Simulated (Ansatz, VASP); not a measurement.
**SiC in VASP and in Ansatz**

```
CELL_PARAMETERS angstrom
3.05636 0.00764 0.00764
-1.52156 2.64307 0.00280
0.01254 0.01254 5.01591
ATOMIC_POSITIONS crystal
Si 0.33284 0.66638 0.00459
Si 0.66638 0.33305 0.50458
C 0.33302 0.66696 0.38042
C 0.66777 0.33361 0.88041
```

Change from the starting cell: equal xy, yz and zx engineering shears of +0.5 %.

Alike in both runs: functional LDA; k mesh 8 × 8 × 4; no spin polarisation.

Ansatz relaxed the structure, and its values are those at the end. VASP's run is a single point on that final structure, the one shown.

```csv
,VASP,Ansatz
version,VASP 6.6.1,Ansatz 0.2.0
potentials or method,"VASP PAW LDA potentials, release 64 (Si, C), cutoff 520 eV","all-electron LAPW, scalar-relativistic"
occupations,"gaussian, width 0.01 eV",fixed
```

Ansatz gave:

```
gap on the k mesh at the Fermi level (eV) : 2.36
pressure (GPa)                            : 0.0
```

What did VASP give for the same quantities?

gap on the k mesh at the Fermi level (eV): 2.35; pressure (GPa): 0.4.

Ansatz ran all-electron here, so the differences hold the error of VASP's frozen core and of both bases.

A k mesh can miss the band edges.
